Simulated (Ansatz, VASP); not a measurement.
# Two plane-wave programs on N

```
N
1.0
     0.00000    1.47612    1.63150
     1.47612    0.00000    1.63150
     1.47612    1.47612    0.00000
N
1
Direct
  0.00000 0.00000 0.00000
```

Change from the starting cell: strain -0.050 along x and y, +0.050 along z, atoms carried along.

Alike in both runs: task single point; functional PBE; dispersion D3(BJ); k mesh 26 × 26 × 26; occupations gaussian, width 0.15 eV; no spin polarisation.

|  | VASP | Ansatz |
| --- | --- | --- |
| version | VASP 6.6.1 | Ansatz 0.2.0 |
| potentials or method | VASP PAW PBE potentials, release 64 (N) | scalar-relativistic, plane waves, PAW |
| plane-wave cutoff (eV) | 520 | 420 |
| valence electrons in the cell | 5 | 5 |

Ansatz gave:

* gap on the k mesh at the Fermi level (eV): none
* pressure (GPa): 13.9
* largest component of the traceless stress (GPa): 19.48

Which values does VASP return?

gap on the k mesh at the Fermi level (eV): none; pressure (GPa): 13.7; largest component of the traceless stress (GPa): 19.48.

A gap of «none» marks a metal or a gap that the smearing closes.

Caveats: pairwise dispersion overbinds metals, which lowers pressure and volume.
